If a modest dose of exact exchange shrinks a crystal, a full dose should shrink it more. Hartree-Fock, whose exchange is entirely exact, ought then to want the smallest cell of lead telluride. It wants by far the largest.

Hybrid-functional and Hartree-Fock calculations with Ansatz 0.2.0 for lead telluride (PbTe, Fm-3m) in a fixed cell optimised with r2SCAN. All rows use plane waves, PAW potentials, a 6x6x6 k mesh and fixed occupations, without spin polarisation or spin-orbit coupling. Pressure is positive when the cell is under compression.

```
  functional  wave cutoff  pressure (GPa)
    DDH-PBE0       420 eV           0.500
       HSE06       420 eV          -0.300
Hartree-Fock       420 eV           5.200
        PBE0       420 eV          -0.300
     r2SCANh       500 eV          -0.200
```

All rows use the same cell, which was optimised with another functional, r2SCAN. The pressure therefore tells what each method would do if the cell were released: a positive value means that the crystal would expand, a negative one that it would contract.

**From DDH-PBE0 to HSE06.** Both methods combine PBE correlation with a mixture of PBE exchange and exact exchange. DDH-PBE0 sets the exact fraction to the inverse of the dielectric constant; with a rough recalled value of 30 or so for this very polarisable solid, that is about 3%, so the method is nearly plain PBE. HSE06 uses 25%, though only between electrons that are close together. The pressure falls from 0.5 to -0.3 GPa, from a wish to expand to a wish to contract.

The likely reason lies in how PBE exchange treats an uneven density. It lowers the energy where the density varies relative to its own size, and for the fairly gentle variations typical of solids this reward is too large. Stretching a crystal strengthens the relative variation between its atoms, so PBE tends to favour cells that are too large. Exact exchange replaces part of that bias and lets the crystal draw together.

**Hartree-Fock.** Here the pressure leaps to 5.2 GPa. With a bulk modulus $B$ of roughly 40 GPa, a recalled value, the linear estimate $p/(3B)$ makes the relaxed cell edge about 4% longer, whereas every other row would change it by less than half a percent. The step to Hartree-Fock changes two things at once: exact exchange rises to 100%, and correlation disappears.

Correlation is the energy that electrons gain by avoiding one another beyond what exchange already enforces. At higher density they meet more often, so there is more to gain, and this energy favours a smaller cell. A method without it loses an inward pull. That loss is the established reason why Hartree-Fock makes many solids too large, and it explains the outlier here.

**PBE0.** This row lets the two changes be roughly separated, since it has the same recipe as DDH-PBE0 with 25% exact exchange. With the orbitals held fixed, the exact fraction $a$ enters the energy linearly. If their response to it is neglected, the pressure $p$ follows a straight line too:

$$p(a)=p(0)+s\,a,\qquad s\approx\frac{-0.3-0.5}{0.25-0.03}\approx-3.6\ \text{GPa}.$$

Continued to $a=1$ with PBE correlation kept, the line reaches $-0.3+0.75\times(-3.6)\approx-3$ GPa. Hartree-Fock has the same full exchange but no correlation, and it lies about 8 GPa higher. That difference estimates the inward pull of correlation as PBE describes it.

The line passes through its two rows by construction, and it is then stretched far beyond them. An error in their pressure difference grows more than threefold on the way, and the stresses were only loosely converged. The orbitals also change on the way to full exchange, which may bend the true curve. The result is thus an order of magnitude. Setting the uncertain DDH fraction anywhere between 0 and 8% leaves it at 8 to 9 GPa.

A separate estimate uses none of the computed pressures. Spread the ten outer s and p electrons of each PbTe unit evenly through the cell, and take the known correlation energy per electron, $\varepsilon_c$, of such a uniform gas of density $n$. Its pressure, $n^2\,\mathrm{d}\varepsilon_c/\mathrm{d}n$, comes to about -4 GPa. The sign agrees and the two estimates differ by a factor of about two, which is fair for a picture that ignores atoms, bonds and the filled d shells.

PBE0 also shows which part of exact exchange matters for the cell. It applies the 25% at every distance, HSE06 only at short range, yet their pressures agree to the digits shown. Their band gaps differ by about 0.5 eV. In this crystal the long-range part moves the energy levels apart but hardly affects the wish to expand or contract.

**r2SCANh.** This method starts from r2SCAN instead of PBE and adds 10% exact exchange. If r2SCAN itself is at rest in the cell it produced, an assumption that was not tested, then -0.2 GPa is the pull of that admixture. The PBE line would give about -0.4 GPa for the same dose, so the direction and rough size fit. The small difference from PBE0 and HSE06 should not be read as a ranking, because the stresses are loosely converged and the wave cutoff is different. Nor does a pressure near zero certify a method: it shows agreement with the r2SCAN cell, not with a measured one.

A neighbouring series would start from Hartree-Fock and add correlation by perturbation theory instead of mixing exchange into a density functional. There the exchange stays exact throughout, and solids typically contract as correlation enters. To guess where a method will fall, ask first whether it contains correlation, and only then which density functional it starts from and how much exact exchange it mixes in. The printed analysis below gives the line between DDH-PBE0 and PBE0, its continuation and the uniform-gas estimate.

Numerical output:

```
pressure with gap and rough edge change wanted:
           row  pressure_GPa  gap_eV  edge_change_percent
      DDH-PBE0           0.5    0.93               0.4167
         HSE06          -0.3   1.198                -0.25
  Hartree-Fock           5.2   5.407                4.333
          PBE0          -0.3   1.745                -0.25
       r2SCANh          -0.2   1.425              -0.1667
Hartree-Fock less PBE0 pressure in GPa: 5.5
PBE0 less DDH-PBE0 pressure in GPa: -0.8
PBE0 less HSE06 pressure in GPa: 0
PBE0 less HSE06 gap in eV: 0.547
pressure change per 10 percent exact exchange in GPa: -0.3636
r2SCANh pressure for comparison in GPa: -0.2
line continued to full exact exchange with PBE correlation in GPa: -3.027
correlation pressure inferred from Hartree-Fock in GPa: -8.227
same if the DDH fraction were 0 in GPa: -7.9
same if the DDH fraction were 0.08 in GPa: -9.029
electron spacing radius rs in bohr: 2.24
correlation pressure of the uniform gas in GPa: -3.931
```
